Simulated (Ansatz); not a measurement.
# GaSb: band structure with PBE

**Experimental background.**

From a printed reference work, data compilation, for a bulk crystal of GaSb at 4.2 K: band gap 0.811 eV (direct).

GaSb:

```xyz
2
Lattice="0.0000 3.0590 3.0590 3.0590 0.0000 3.0590 3.0590 3.0590 0.0000" Properties=species:S:1:pos:R:3 pbc="T T T"
Sb    4.5885    4.5885    4.5885
Ga    0.0000    0.0000    0.0000
```

| Item | Value |
| --- | --- |
| Program | Ansatz 0.2.0 |
| Task | band structure |
| Functional | PBE |
| Potentials or basis | Ansatz PAW |
| Cutoff | 420 eV (not typed: the program's choice for these potentials) |
| k mesh | 8 × 8 × 8 |
| Occupations | fermi-dirac, width 0.05 eV |
| Spin | no spin polarisation |
| Path | [["G", "X", "W", "K", "G", "L", "U", "W", "L", "K"], ["U", "X"]] |
| Points for each segment of the path | 14 |

```
Pressure               : 2.3 GPa
Band gap on the k mesh : none (metal or under the smearing width)
```

Levels at the corners of the path, in eV from the Fermi level:
```
point  band 10  band 11  band 12  band 13  band 14  band 15  band 16  band 17  band 18  band 19
    Γ   -15.02   -11.54    -0.07    -0.07    -0.07    -0.03     2.72     2.72     2.72     5.75
    X   -15.01    -9.10    -6.86    -2.64    -2.64     0.85     1.19     8.65     8.65    10.02
    W   -15.02    -9.05    -6.73    -3.41    -3.19     3.62     4.27     4.35     4.71     9.89
    K   -15.02    -9.16    -6.68    -3.67    -2.25     1.35     3.82     6.55     6.77     7.50
    Γ   -15.02   -11.54    -0.07    -0.07    -0.07    -0.03     2.72     2.72     2.72     5.75
    L   -15.02    -9.92    -6.42    -1.22    -1.22     0.34     3.70     3.70     6.42     9.31
    U   -15.02    -9.16    -6.68    -3.67    -2.25     1.35     3.82     6.55     6.77     7.50
    W   -15.02    -9.05    -6.73    -3.41    -3.19     3.62     4.27     4.35     4.71     9.89
    L   -15.02    -9.92    -6.42    -1.22    -1.22     0.34     3.70     3.70     6.42     9.31
    K   -15.02    -9.16    -6.68    -3.67    -2.25     1.35     3.82     6.55     6.77     7.50
    U   -15.02    -9.16    -6.68    -3.67    -2.25     1.35     3.82     6.55     6.77     7.50
    X   -15.01    -9.10    -6.86    -2.64    -2.64     0.85     1.19     8.65     8.65    10.02
```

It took 5 s on 2 threads of AMD EPYC 7R43 64-Core Processor (Zen 3) (shared host), peak memory 0.41 GiB.

Measured gap of GaSb: 0.811 eV (direct; 4.2 K; a printed reference work, data compilation). This calculation gives 0.00 eV (-0.81 eV). Spin-orbit coupling on Ga, Sb is left out. The value is that of PBE on a finite k mesh, which can miss the band edges, without temperature or zero-point motion. Semilocal functionals fall short of measured gaps as a rule.

Caveat: spin-orbit coupling is left out, which moves the levels of the heavy elements.
